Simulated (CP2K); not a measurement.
Runs of CP2K 2026.2 on GaAs. The structure is cubic, space group F-43m (No. 216). The conventional cell has a = 5.654 Å, b = 5.654 Å, c = 5.654 Å, α = 90.00°, β = 90.00°, γ = 90.00°. As (site symmetry -43m) has 4 Ga at 2.45 Å as nearest neighbours. Ga (site symmetry -43m) has 4 As at 2.45 Å as nearest neighbours. 

```csv
level,potentials or basis,spin,smearing,EPS_DEFAULT,k points reduced by the point group,NGRIDS,points a segment of the path (NPOINTS),bands added on the path,gap on the mesh (eV),pressure (GPa)
PBEsol,"POTENTIAL_UZH As GTH-PBE-q5, Ga GTH-PBE-q13; TZVP-MOLOPT-PBE-GTH basis",off,fermi-dirac 0.0259 eV,1.0E-10,yes,4,6,4,(b),(a)
TB-mBJ,"POTENTIAL_UZH As GTH-PBE-q5, Ga GTH-PBE-q13; TZVP-MOLOPT-PBE-GTH basis",off,fermi-dirac 0.01 eV,1.0E-9,yes,5,10,2,0.62,-
LDA,"GTH_POTENTIALS As GTH-PADE-q5, Ga GTH-PADE-q13; TZVP-MOLOPT-PBE-GTH basis",off,fermi-dirac 0.05 eV,1.0E-10,yes,5,10,4,0.29,-1.7
PBE,"GTH_SOC_POTENTIALS As GTH-PBE-q5, Ga GTH-PBE-q13; TZVP-MOLOPT-PBE-GTH basis","SOC, no magnetisation",fermi-dirac 0.01 eV,1.0E-10,-,5,6,6,-,3.9
PBE,"POTENTIAL_UZH As GTH-PBE-q5, Ga GTH-PBE-q13; TZVP-MOLOPT-PBE-GTH basis",off,fermi-dirac 0.0259 eV,1.0E-9,yes,5,8,2,0.48,(c)
```

Alike in all rows: task band structure; cell as given; k mesh 8 × 8 × 8.

Task: Estimate the missing entries.

Result: (a) 1.7; (b) 0.38; (c) 4.0.

Caveats: the basis of atomic orbitals isn't converged, which shifts pressures, moduli and gaps; the potentials were made for another functional, which shifts forces and pressure (some runs); the real-space grid breaks the cell's symmetry a little (some runs); this is a model potential without an energy functional, so only levels have meaning (some runs).

A k mesh can miss the band edges, and rows without SOC leave out spin-orbit coupling on As, Ga.
